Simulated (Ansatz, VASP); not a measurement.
One calculation of ZnS, two programs

```
Zn S
1.0
     0.00000    2.60303    2.60303
     2.60303    0.00000    2.60303
     2.60303    2.60303    0.00000
Zn S
1 1
Direct
  0.00000 0.00000 0.00000
  0.25000 0.25000 0.25000
```

Change from the starting cell: hydrostatic strain -3.4%.

Alike in both runs: task single point; functional PBE; k mesh 8 × 8 × 8; occupations fermi-dirac, width 0.02 eV; no spin polarisation.

|  | VASP | Ansatz |
| --- | --- | --- |
| version | VASP 6.6.1 | Ansatz 0.2.0 |
| potentials or method | VASP PAW PBE potentials, release 64 (Zn, S) | plane waves, PAW |
| plane-wave cutoff (eV) | 520 | 420 |
| valence electrons in the cell | 18 | 18 |

```tsv
	VASP	Ansatz	Ansatz less VASP
gap on the k mesh at the Fermi level (eV)	2.62	2.61	-0.013
pressure (GPa)	12.7	12.5	-0.21
```
